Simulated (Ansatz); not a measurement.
¹³⁹La fingerprints of the forms of LaH₃O₃

The numbers come from a DFT calculation in Ansatz (r2SCAN, plane waves and PAW, scalar-relativistic, 500 eV cutoff). Q(¹³⁹La) = 206.0 mb, I = 7/2. The cells come from the Materials Project (computed, not necessarily observed phases), with the atoms as given. Forces reach 0.2 eV/Å in them. Spin–orbit coupling is left out, which moves gradients at and beside heavy atoms (La) by some per cent and at some sites by far more.

(1) Rank the structures by their largest ¹³⁹La |C_Q|, smallest first.
A. P2_1/m, 14 atoms in the cell run; La site: 9 O at 2.54–2.58 Å
B. P6_3, 14 atoms in the cell run; La site: 9 O at 2.54–2.62 Å

Results:

(1) B (19.7 MHz), A (24.2 MHz).
